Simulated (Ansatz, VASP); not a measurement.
**Two plane-wave programs on SnSe**

```
CELL_PARAMETERS angstrom
3.66536 0.00000 0.00000
0.00000 3.66536 0.00000
0.00000 0.00000 3.66536
ATOMIC_POSITIONS crystal
Sn 0.00000 0.00000 0.00000
Se 0.50000 0.50000 0.50000
```

Alike in both runs: task single point; functional r2SCAN; k mesh 8 × 8 × 8; occupations fermi-dirac, width 0.02 eV; no spin polarisation.

|  | VASP | Ansatz |
| --- | --- | --- |
| version | VASP 6.6.1 | Ansatz 0.2.0 |
| potentials or method | VASP PAW PBE potentials, release 64 (Sn_d, Se) | plane waves, PAW |
| plane-wave cutoff (eV) | 520 | 500 |
| valence electrons in the cell | 20 | 30 |

```csv
,VASP,Ansatz,Ansatz less VASP
pressure (GPa),0.2,0.2,0.00
```

With one functional, cell and mesh, what is left measures potentials, basis and numerics. The two sets of potentials don't hold the same shells in valence.

Caveats: the PAW data sets were made with another functional, which shifts forces and pressure a little (VASP).
